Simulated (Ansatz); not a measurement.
# Elastic constants of Al2Cu at 11 GPa (stress–strain coefficients): input and output

Method: Ansatz 0.2.0, DFT PBE, scalar-relativistic, plane waves, PAW.

Launched with:
```bash
ansatz run input.yaml --threads 1 --pin off --max-ram 3072MiB --backend cpu --events-out ev --progress --plain --runs-dir out
```

Input (bare energies are in eV):
```yaml
crystal:
  lattice:
    - [-1.9827053729, 1.9827053729, 2.8039688285]
    - [1.9827053729, -1.9827053729, 2.8039688285]
    - [1.9827053729, 1.9827053729, -2.8039688285]
  atoms:
    - { symbol: Al, position: [0.75, 0.25, 0.5] }
    - { symbol: Al, position: [0.25, 0.75, 0.5] }
    - { symbol: Cu, position: [0.5, 0.5, 0.0] }
basis:
  ecutwfc: 420
kpoints:
  mp_grid: { grid: [16, 16, 16] }
hamiltonian:
  xc: pbe
scf:
  occupations: { method: fermi_dirac, width: 0.15 }
output:
  forces: true
  stress: true
  eigenvalues: true
elastic:
  mode: relaxed_ion
  amplitude: 0.005
  stencil: two_point
```

From the output:
```
--- Elastic constants: 1 strain direction × 2 members + reference (group order 48) ---
  dense FFT box of the reference and of every strained cell: 27×27×27
  strains applied: 11; error gains: componentwise 1.73 (the most a stress slope's error grows in a printed constant), spectral 1.73 (1 for all six strains in a standard setting)
  C = ∂σ_k/∂η_j (tension-positive GPa; Voigt order 11 22 33 23 13 12):
       233.821     89.011    103.304      0.000      0.000      0.000
        89.011    233.821    103.304      0.000      0.000     -0.000
       103.304    103.304    219.528      0.000      0.000     -0.000
        -0.000     -0.000      0.000     72.405      0.000      0.000
        -0.000     -0.000      0.000      0.000     72.405      0.000
        -0.000     -0.000      0.000      0.000      0.000     58.112
  reference stress σ⁰ (GPa):    -10.982    -10.982    -10.982      0.000     -0.000      0.000
  C* (energy form; C + prestress term) asymmetry max|C*_kj − C*_jk| = 2.416e-13 GPa — a small one proves nothing (zero by symmetry where the batch's group is 432, −43m or m−3m); a large one is finite-difference/SCF noise where every solve ...
  moduli (Voigt/Reuss/Hill, GPa): K = 142.05/142.05/142.05   G = 66.69/65.92/66.30   E = 172.13   ν = 0.298
  mechanically stable: yes (min eigenvalue of sym C = 58.11 GPa)
  strain η (Voigt 11):  stress-route row diagonal C_11 = 233.82 GPa, energy-path curvature d²(F+E_count+ΔE)/dδ²/Ω₀ = 233.86 GPa
         δ    σ_11 (GPa) F (eV) n_scf n_hpsi n_pw
    -5.000e-3     -12.1559       -7700.6168604      14  249792    884   relax 3 steps, max|allowed force component| 1.58e-6 eV/Å
     5.000e-3      -9.8177       -7700.6470884      14  249490    890   relax 3 steps, max|allowed force component| 8.58e-8 eV/Å
```

It took 3.4 min on 1 thread of AMD EPYC 7R43 64-Core Processor (Zen 3), with other jobs on the host, peak memory 0.75 GiB.

In a metal, frequencies and elastic constants depend on the k mesh and the smearing, soft modes and shear constants most. Other phases may be more stable at this pressure.